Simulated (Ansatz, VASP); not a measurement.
## C in VASP and in Ansatz

File INCAR:

```
SYSTEM = C
PREC = Accurate ; ENCUT = 520
EDIFF = 1E-8 ; ISMEAR = -1
SIGMA = 0.05 ; LREAL = .False.
LASPH = .True. ; NELM = 80
ALGO = Normal ; ISIF = 2
LWAVE = .False. ; LCHARG = .False.
GGA = PS ; LEFG = .True.
NBANDS = 11
```

Contents of KPOINTS:

```
Automatic mesh
0
Gamma
  18 18 18
  0 0 0
```

POSCAR

```
C
1.0
    0.0000000000      2.1549900519      3.3920576840
    1.2441597479      0.0000000000      3.3920576840
    1.2441597479      2.1549900519      0.0000000000
C
2
Direct
    0.1666700000      0.8333300000      0.1666700000
    0.8333300000      0.1666700000      0.8333300000
```

Input for Ansatz:

```yaml
crystal:
  lattice:
    - [0.0, 2.1549900519, 3.392057684]
    - [1.2441597479, 0.0, 3.392057684]
    - [1.2441597479, 2.1549900519, 0.0]
  atoms:
    - { symbol: C, position: [0.16667, 0.83333, 0.16667] }
    - { symbol: C, position: [0.83333, 0.16667, 0.83333] }
kpoints:
  mp_grid: { grid: [18, 18, 18] }
scf:
  occupations: { method: fermi_dirac, width: 0.05 }
hamiltonian:
  xc: pbesol
  pseudopotentials: { kind: all_electron, datasets: crystal }
output:
  forces: true
  stress: true
  eigenvalues: true
  efg: { contact_densities: true }
```

Change from the starting cell: volume scaled by 1.04, crystal datasets.

Alike in both runs: task electric field gradients; functional PBEsol; k mesh 18 × 18 × 18; occupations fermi-dirac, width 0.05 eV; no spin polarisation.

```csv
,VASP,Ansatz
version,VASP 6.6.1,Ansatz 0.2.0
potentials or method,"VASP PAW PBE potentials, release 64 (C)","all-electron PAW with datasets made for the crystal, scalar-relativistic"
plane-wave cutoff (eV),520,see its input
```

|  | VASP | Ansatz | Ansatz less VASP |
| --- | --- | --- | --- |
| pressure (GPa) | -8.4 | -9.1 | -0.67 |
| largest component of the traceless stress (GPa) | 9.76 | 10.50 | +0.746 |
| Vzz of the field gradient on the site that differs most (V/Å²) | 29.7 | 24.6 | -5.08 |

Ansatz ran all-electron here, so the differences hold the error of VASP's frozen core and of both bases.

Caveats: the PAW data sets were made with another functional, which shifts forces and pressure a little (VASP).
